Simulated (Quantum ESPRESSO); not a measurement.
# Ag (Fm-3m) in Quantum ESPRESSO: further runs, part 3 of 4

Quantum ESPRESSO 7.5.

### Step 3. Phonons and electron-phonon coupling, PBEsol

pw.in: that of step 2 with these lines changed.

```diff
@@ -13,3 +13,4 @@
   ntyp = 1
-  ecutwfc = 70
+  ecutwfc = 56
+  ecutrho = 448
   nbnd = 16
@@ -25,3 +26,3 @@
 ATOMIC_SPECIES
-Ag   107.8682 Ag_ONCV_PBE-1.2.upf
+Ag   107.8682 ag_pbesol_v1.4.uspp.F.UPF
 CELL_PARAMETERS angstrom
```

relax.in: that of step 2 with these lines changed.

```diff
@@ -16,3 +16,4 @@
   ntyp = 1
-  ecutwfc = 70
+  ecutwfc = 56
+  ecutrho = 448
   nbnd = 16
@@ -36,3 +37,3 @@
 ATOMIC_SPECIES
-Ag   107.8682 Ag_ONCV_PBE-1.2.upf
+Ag   107.8682 ag_pbesol_v1.4.uspp.F.UPF
 CELL_PARAMETERS angstrom
```

scf2.in: that of step 2 with these lines changed.

```diff
@@ -13,3 +13,4 @@
   ntyp = 1
-  ecutwfc = 70
+  ecutwfc = 56
+  ecutrho = 448
   nbnd = 16
@@ -27,7 +28,7 @@
 ATOMIC_SPECIES
-Ag   107.8682 Ag_ONCV_PBE-1.2.upf
+Ag   107.8682 ag_pbesol_v1.4.uspp.F.UPF
 CELL_PARAMETERS angstrom
-   0.0000000000    2.0746454112    2.0746454112
-   2.0746454112    0.0000000000    2.0746454112
-   2.0746454112    2.0746454112    0.0000000000
+   0.0000000000    2.0247862738    2.0247862738
+   2.0247862738    0.0000000000    2.0247862738
+   2.0247862738    2.0247862738    0.0000000000
 ATOMIC_POSITIONS crystal
```

dense.in: that of step 2 with these lines changed.

```diff
@@ -13,3 +13,4 @@
   ntyp = 1
-  ecutwfc = 70
+  ecutwfc = 56
+  ecutrho = 448
   nbnd = 16
@@ -27,7 +28,7 @@
 ATOMIC_SPECIES
-Ag   107.8682 Ag_ONCV_PBE-1.2.upf
+Ag   107.8682 ag_pbesol_v1.4.uspp.F.UPF
 CELL_PARAMETERS angstrom
-   0.0000000000    2.0746454112    2.0746454112
-   2.0746454112    0.0000000000    2.0746454112
-   2.0746454112    2.0746454112    0.0000000000
+   0.0000000000    2.0247862738    2.0247862738
+   2.0247862738    0.0000000000    2.0247862738
+   2.0247862738    2.0247862738    0.0000000000
 ATOMIC_POSITIONS crystal
```

scf3.in: that of step 2 with these lines changed.

```diff
@@ -13,3 +13,4 @@
   ntyp = 1
-  ecutwfc = 70
+  ecutwfc = 56
+  ecutrho = 448
   nbnd = 16
@@ -26,7 +27,7 @@
 ATOMIC_SPECIES
-Ag   107.8682 Ag_ONCV_PBE-1.2.upf
+Ag   107.8682 ag_pbesol_v1.4.uspp.F.UPF
 CELL_PARAMETERS angstrom
-   0.0000000000    2.0746454112    2.0746454112
-   2.0746454112    0.0000000000    2.0746454112
-   2.0746454112    2.0746454112    0.0000000000
+   0.0000000000    2.0247862738    2.0247862738
+   2.0247862738    0.0000000000    2.0247862738
+   2.0247862738    2.0247862738    0.0000000000
 ATOMIC_POSITIONS crystal
```

ph.in is that of step 2.

q2r.in is that of step 2.

matdyn.in is that of step 2.

matdyn_dos.in is that of step 2.

matdyn_a2f.in is that of step 2.

matdyn_mesh.in is that of step 2.

Potentials or basis: GBRV 1.5 PBEsol.

Started as:

```console
> OMP_NUM_THREADS=1 mpirun -n 4 pw.x -nk 4 -in pw.in > pw.out
> OMP_NUM_THREADS=1 mpirun -n 4 pw.x -nk 4 -in relax.in > relax.out
> OMP_NUM_THREADS=1 mpirun -n 4 pw.x -nk 4 -in scf2.in > scf2.out
> OMP_NUM_THREADS=1 mpirun -n 4 pw.x -nk 4 -in dense.in > dense.out
> OMP_NUM_THREADS=1 mpirun -n 4 pw.x -nk 4 -in scf3.in > scf3.out
> OMP_NUM_THREADS=1 mpirun -n 4 ph.x -nk 4 -in ph.in > ph.out
> OMP_NUM_THREADS=1 mpirun -n 1 q2r.x -in q2r.in > q2r.out
> OMP_NUM_THREADS=1 mpirun -n 1 matdyn.x -in matdyn.in > matdyn.out
> OMP_NUM_THREADS=1 mpirun -n 1 matdyn.x -in matdyn_dos.in > matdyn_dos.out
> OMP_NUM_THREADS=1 mpirun -n 1 matdyn.x -in matdyn_a2f.in > matdyn_a2f.out
> OMP_NUM_THREADS=1 mpirun -n 1 matdyn.x -in matdyn_mesh.in > matdyn_mesh.out
```

pw.out:

```text
This program is part of the open-source Quantum ESPRESSO suite
     for quantum simulation of materials; please cite
[... 6 lines left out ...]
     using ibrav=0 with symmetry is DISCOURAGED, use correct ibrav instead

     K-points division:     npool     =       4
     Subspace diagonalization in iterative solution of the eigenvalue problem:
     a serial algorithm will be used

     G-vector sticks info
     --------------------
     sticks:   dense  smooth     PW     G-vecs:    dense   smooth      PW
     Sum         925     451    151                18499     6423    1243

     Using Slab Decomposition

     bravais-lattice index     =            0
     lattice parameter (alat)  =       5.4592  a.u.
     unit-cell volume          =     115.0462 (a.u.)^3
     number of atoms/cell      =            1
     number of atomic types    =            1
     number of electrons       =        19.00
     number of Kohn-Sham states=           16
     kinetic-energy cutoff     =      56.0000  Ry
     charge density cutoff     =     448.0000  Ry
     scf convergence threshold =      2.0E-10
     mixing beta               =       0.5000
     number of iterations used =            8  plain     mixing
     Exchange-correlation= SLA  PW   PSX  PSC
                           (   1   4  10   8   0   0   0)

     celldm(1)=   5.459201  celldm(2)=   0.000000  celldm(3)=   0.000000
     celldm(4)=   0.000000  celldm(5)=   0.000000  celldm(6)=   0.000000

     crystal axes: (cart. coord. in units of alat)
               a(1) = (   0.000000   0.707107   0.707107 )
               a(2) = (   0.707107   0.000000   0.707107 )
               a(3) = (   0.707107   0.707107   0.000000 )

     reciprocal axes: (cart. coord. in units 2 pi/alat)
               b(1) = ( -0.707107  0.707107  0.707107 )
               b(2) = (  0.707107 -0.707107  0.707107 )
               b(3) = (  0.707107  0.707107 -0.707107 )

     PseudoPot. # 1 for Ag read from file:
     ag_pbesol_v1.4.uspp.F.UPF
     Pseudo is Ultrasoft + core correction, Zval = 19.0
     Generated by new atomic code, or converted to UPF format
     Using radial grid of  887 points,  6 beta functions with:
                l(1) =   0
                l(2) =   0
                l(3) =   1
                l(4) =   1
                l(5) =   2
                l(6) =   2
     Q(r) pseudized with  6 coefficients,  rinner =    1.300   1.300   1.300
                                                       1.300   1.300

     atomic species   valence    mass     pseudopotential
     Ag               19.00   107.86820     Ag( 1.00)

     48 Sym. Ops., with inversion, found

   Cartesian axes

     site n.     atom                  positions (alat units)
         1        Ag     tau(   1) = (   0.0000000   0.0000000   0.0000000  )

     number of k points=    72  Methfessel-Paxton smearing, width (Ry)=  0.0200
                       cart. coord. in units 2pi/alat
        k(    1) = (   0.0000000   0.0000000   0.0000000), wk =   0.0011574
        k(    2) = (   0.0589256   0.0589256  -0.0589256), wk =   0.0092593
        k(    3) = (   0.1178511   0.1178511  -0.1178511), wk =   0.0092593
        k(    4) = (   0.1767767   0.1767767  -0.1767767), wk =   0.0092593
        k(    5) = (   0.2357023   0.2357023  -0.2357023), wk =   0.0092593
        k(    6) = (   0.2946278   0.2946278  -0.2946278), wk =   0.0092593
[... 64 lines left out ...]
        k(   71) = (  -0.7071068   0.2357023   0.0000000), wk =   0.0138889
        k(   72) = (  -0.7071068   0.3535534   0.0000000), wk =   0.0069444

     Dense  grid:    18499 G-vectors     FFT dimensions: (  40,  40,  40)

     Smooth grid:     6423 G-vectors     FFT dimensions: (  25,  25,  25)

     Initial potential from superposition of free atoms

     starting charge      18.5000, renormalised to      19.0000
     Starting wfcs are   13 randomized atomic wfcs +    3 random wfcs

     Self-consistent Calculation

     iteration #  1     ecut=    56.00 Ry     beta= 0.50
     Davidson diagonalization with overlap
     ethr =  1.00E-02,  avg # of iterations =  5.0

     total energy              =    -295.12206574 Ry
     estimated scf accuracy    <       1.21715247 Ry

     iteration #  2     ecut=    56.00 Ry     beta= 0.50
     Davidson diagonalization with overlap
     ethr =  6.41E-03,  avg # of iterations =  2.0
[... 36 lines left out ...]
     total energy              =    -295.55215437 Ry
     estimated scf accuracy    <       0.00000001 Ry

     iteration #  8     ecut=    56.00 Ry     beta= 0.50
     Davidson diagonalization with overlap
     ethr =  5.73E-11,  avg # of iterations =  2.0

     End of self-consistent calculation

          k = 0.0000 0.0000 0.0000 (   869 PWs)   bands (ev):

   -74.6928 -38.1016 -38.1016 -38.1016   9.3333  12.4332  12.4332  12.4332
    13.4859  13.4859  33.4847  36.9881  36.9881  36.9881  41.6005  42.5032

          k = 0.0589 0.0589-0.0589 (   842 PWs)   bands (ev):

   -74.6915 -38.1126 -38.1032 -38.1032   9.5494  12.3847  12.4924  12.4924
    13.4647  13.4647  33.4347  35.3374  37.0382  37.0382  41.3140  42.3527
[... 298 lines left out ...]
   -74.6698 -38.2423 -38.1811 -38.1608  11.1167  11.3129  13.4191  13.9102
    14.4160  19.7973  24.4946  25.2399  27.7724  35.4199  38.3031  44.8109

          k =-0.0000-0.4714 0.5893 (   816 PWs)   bands (ev):

   -74.6698 -38.2294 -38.1995 -38.1556  11.2974  11.6608  12.9588  13.6580
    14.3088  21.6365  22.5741  24.3378  28.6294  35.4683  41.3765  43.4571

          k =-0.7071 0.1179-0.0000 (   804 PWs)   bands (ev):

   -74.6694 -38.2522 -38.1712 -38.1652  10.9192  11.0540  13.9924  14.1071
    14.4998  19.4635  23.9310  27.0001  27.0699  35.2181  35.8845  46.3501

          k =-0.2357-0.4714 0.7071 (   809 PWs)   bands (ev):

   -74.6738 -38.2249 -38.1707 -38.1407  11.6901  11.7602  12.4156  13.6799
    13.8445  16.9792  26.7459  26.7705  30.1327  37.7056  38.2981  42.6196

          k =-0.1768-0.4125 0.6482 (   810 PWs)   bands (ev):
[... 26 lines left out ...]
   -74.6694 -38.2351 -38.1884 -38.1656  11.2884  11.4698  13.0385  13.7344
    14.5003  21.1140  24.0387  25.1719  25.8920  37.3595  39.0742  43.2733

          k =-0.7071 0.3536 0.0000 (   792 PWs)   bands (ev):

   -74.6694 -38.2117 -38.2117 -38.1657  11.5288  12.1468  12.1468  13.4903
    14.5006  23.1060  23.1060  24.1490  25.3612  40.1106  40.1106  41.6860

     the Fermi energy is    17.0804 ev

!    total energy              =    -295.55215437 Ry
     estimated scf accuracy    <          7.7E-11 Ry
     smearing contrib. (-TS)   =      -0.00001017 Ry
     internal energy E=F+TS    =    -295.55214420 Ry

     The total energy is F=E-TS. E is the sum of the following terms:
     one-electron contribution =    -124.07015214 Ry
     hartree contribution      =      71.60050408 Ry
     xc contribution           =     -28.69996440 Ry
     ewald contribution        =    -214.38253174 Ry

     convergence has been achieved in   8 iterations

     Forces acting on atoms (cartesian axes, Ry/au):

     atom    1 type  1   force =     0.00000000    0.00000000    0.00000000

     Total force =     0.000000     Total SCF correction =     0.000000

     Computing stress (Cartesian axis) and pressure

          total   stress  (Ry/bohr**3)                   (kbar)     P=      -27.90
  -0.00018963   0.00000000   0.00000000          -27.90        0.00        0.00
   0.00000000  -0.00018963   0.00000000            0.00      -27.90        0.00
   0.00000000   0.00000000  -0.00018963            0.00        0.00      -27.90

=------------------------------------------------------------------------------=
   JOB DONE.
=------------------------------------------------------------------------------=
```

Wall time 21 min (4 MPI ranks of Arm Neoverse V1, shared host); peak memory 0.48 GiB.

Results:

```
Free energy                            : -4021.1941 eV
Relaxed volume                         : 16.60 Å³/atom
Relaxed cell                           : a = 2.863 Å, b = 2.863 Å, c = 2.863 Å, α = 60.00°, β = 60.00°, γ = 60.00°
Space group after relaxing (to 0.05 Å) : Fm-3m (No. 225)
Pressure after relaxing                : 0.2 GPa
Band gap on the k mesh                 : none (metal or under the smearing width)
Highest phonon frequency               : 182 cm⁻¹
Zero-point energy                      : 0.022 eV/atom
```

Step by step:
| step | energy change (eV) | largest force (eV/Å) | pressure (GPa) | volume (Å³) |
| --- | --- | --- | --- | --- |
| 1 | 0.0000 | 0.0000 | -2.79 | 17.05 |
| 2 | -0.0031 | 0.0000 | -1.35 | 16.81 |
| 3 | -0.0040 | 0.0000 | 0.11 | 16.59 |
| 4 | -0.0040 | 0.0000 | 0.00 | 16.60 |

Final structure:
```
Ag
1.0
     0.00000    2.02479    2.02479
     2.02479    0.00000    2.02479
     2.02479    2.02479    0.00000
Ag
1
Cartesian
  0.0000 0.0000 0.0000
```

Levels at points of the mesh, in eV from the Fermi level:
```csv
k point,band 7,band 8,band 9,band 10,band 11,band 12,band 13,band 14
"(0.00, 0.00, 0.00)",-4.75,-4.75,-3.64,-3.64,16.48,20.14,20.14,20.14
"(0.00, 0.00, -0.50)",-4.77,-2.80,-2.80,-0.44,3.84,15.65,18.37,18.37
"(0.00, -0.50, -0.50)",-2.83,-2.58,-2.58,1.61,7.03,10.92,10.92,17.51
```

Phonon frequencies in cm⁻¹ (negative: imaginary):
```csv
q point,frequencies
"(0.000, 0.000, 0.000)",0 0 0
"(0.318, 0.000, 0.318)",99 99 155
"(0.500, 0.150, 0.650)",116 131 167
"(0.346, 0.346, 0.692)",100 146 153
"(0.144, 0.144, 0.288)",46 71 119
"(0.091, 0.091, 0.091)",21 21 52
"(0.409, 0.409, 0.409)",76 76 175
"(0.589, 0.321, 0.589)",97 131 163
"(0.500, 0.275, 0.725)",114 147 150
"(0.500, 0.450, 0.550)",82 88 180
"(0.431, 0.431, 0.639)",91 117 169
"(0.562, 0.125, 0.562)",115 125 174
```

Phonon frequencies at the corners of the path (cm⁻¹, interpolated; i marks imaginary ones):
```csv
point,frequencies
Γ,0 0 0
X,119 119 179
W,115 149 149
K,106 139 161
L,80 80 182
U,106 139 161
```

Phonon states per cell in windows of 10 cm⁻¹ (negative: imaginary):
```csv
from (cm⁻¹),total
0,0.00
10,0.00
20,0.01
30,0.03
40,0.05
50,0.07
60,0.11
70,0.19
80,0.31
90,0.32
100,0.33
110,0.29
120,0.20
130,0.18
140,0.11
150,0.25
160,0.41
170,0.14
180,0.00
```

Harmonic thermodynamics per atom at this volume (zero-point energy 21.6 meV, Debye temperature from the second moment 226 K):
```tsv
T (K)	free energy (meV)	entropy (k_B)	heat capacity Cv (k_B)
50	20.7	0.67	1.35
100	14.9	1.99	2.37
200	-10.8	3.81	2.82
298.15	-48.1	4.96	2.92
500	-148.7	6.48	2.97
800	-335.8	7.88	2.99
```

Electron-phonon coupling by broadening of the double delta (levels on a 36 × 36 × 36 mesh):
```csv
broadening (eV),λ,N(E_F) (states/eV a spin and cell),ω_log (K),"Tc, μ* 0.10 (K)","Tc, μ* 0.13 (K)"
0.07,0.22,0.179,188,0.0,0.0
0.14,0.16,0.149,160,0.0,0.0
0.20,0.14,0.139,148,0.0,0.0
0.27,0.14,0.134,145,0.0,0.0
0.34,0.14,0.132,143,0.0,0.0
0.41,0.14,0.131,143,0.0,0.0
0.48,0.14,0.131,142,0.0,0.0
0.54,0.14,0.130,142,0.0,0.0
0.61,0.14,0.130,142,0.0,0.0
0.68,0.14,0.130,142,0.0,0.0
```

The same from a weighted sum over the computed q points, without interpolation:
| broadening (eV) | λ | ω_log (K) | Tc, μ* 0.10 (K) | Tc, μ* 0.13 (K) |
| --- | --- | --- | --- | --- |
| 0.07 | 0.23 | 174 | 0.0 | 0.0 |
| 0.14 | 0.16 | 160 | 0.0 | 0.0 |
| 0.20 | 0.14 | 154 | 0.0 | 0.0 |
| 0.27 | 0.13 | 151 | 0.0 | 0.0 |
| 0.34 | 0.13 | 150 | 0.0 | 0.0 |
| 0.41 | 0.13 | 149 | 0.0 | 0.0 |
| 0.48 | 0.13 | 149 | 0.0 | 0.0 |
| 0.54 | 0.13 | 148 | 0.0 | 0.0 |
| 0.61 | 0.13 | 148 | 0.0 | 0.0 |
| 0.68 | 0.13 | 148 | 0.0 | 0.0 |

Eliashberg function at a broadening of 0.27 eV:
| cm⁻¹ | α²F |
| --- | --- |
| 5 | 0.000 |
| 14 | 0.000 |
| 23 | 0.001 |
| 32 | 0.003 |
| 42 | 0.007 |
| 51 | 0.010 |
| 60 | 0.014 |
| 69 | 0.021 |
| 79 | 0.042 |
| 88 | 0.074 |
| 97 | 0.093 |
| 106 | 0.104 |
| 116 | 0.062 |
| 125 | 0.058 |
| 134 | 0.054 |
| 144 | 0.028 |
| 153 | 0.035 |
| 162 | 0.116 |
| 171 | 0.052 |
| 181 | 0.002 |

Coupling and linewidth of each mode at the computed q points (broadening 0.27 eV):
```
                   q         cm⁻¹  λ of the modes  linewidths (GHz)
  (0.00, 0.00, 0.25)    54 54 130  0.07 0.07 0.03             0 0 1
 (0.00, 0.00, -0.50)    80 80 182  0.03 0.03 0.03             0 0 1
  (0.00, 0.25, 0.25)    83 83 133  0.04 0.04 0.06             0 0 2
 (0.00, 0.25, -0.50)   99 117 166  0.07 0.06 0.02             1 1 1
 (0.00, 0.25, -0.25)   78 119 156  0.02 0.04 0.04             0 1 2
(0.00, -0.50, -0.50)  119 119 179  0.02 0.02 0.03             0 1 2
(0.25, -0.50, -0.25)  115 149 149  0.09 0.04 0.04             2 1 1
```

Caveat: λ from interpolated matrix elements is rough: modes that symmetry makes equal can differ by tens of percent.

(Continued in part 4 of 4.)
